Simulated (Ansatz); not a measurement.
NaBr (rock salt, Fm-3m), DFT-r²SCAN in the program Ansatz with PAW potentials. The conduction-band minimum lies at Γ, with 1 equivalent valley. Second derivatives d²E/dk² of the lowest band at one valley (eV·Å²), along Cartesian directions:

```
direction  d²E/dk²
---------  -------
[100]        23.21
[010]        23.21
[001]        23.21
[110]        23.21
[101]        23.21
[011]        23.21
```

**Question.** Find the principal effective masses, the density-of-states mass and the conductivity mass.

**Answer.** Off-diagonal terms follow from H_xy = H[110] − (H_xx + H_yy)/2, and m*/mₑ = 7.620 eV·Å² over each eigenvalue: 0.33, 0.33, 0.33. One valley's DOS mass (m₁m₂m₃)^(1/3) = 0.33, conductivity mass 3/(Σ 1/mᵢ) = 0.33 mₑ.

**Question.** What effective density of states Nc follows at 300 K for parabolic valleys?

**Answer.** Nc = 2.509e19 × 1 × (0.33)^(3/2) ≈ 4.8e18 cm⁻³.

**Question.** With the computed static dielectric constant 6.04 (mean of the diagonal), estimate a hydrogenic donor's binding energy and radius.

**Answer.** E = 13.606 eV × 0.33/6.04² ≈ 120 meV; a = 0.529 Å × ε/m* ≈ 9.7 Å. Semilocal masses tend to be too small where the gap is.

**Question.** With ε∞ = 2.72 and ω_LO = 208 cm⁻¹, what Fröhlich coupling constant follows?

**Answer.** α = (1/ε∞ − 1/ε0) √(m* × 13.606 eV/ħω_LO) = 2.7.

The r²SCAN relaxation kept the symmetry of its start; phonons on a q-mesh show no instability. Spin–orbit coupling is left out wherever it is not named.

Potentials: the later of the program's two PAW sets.
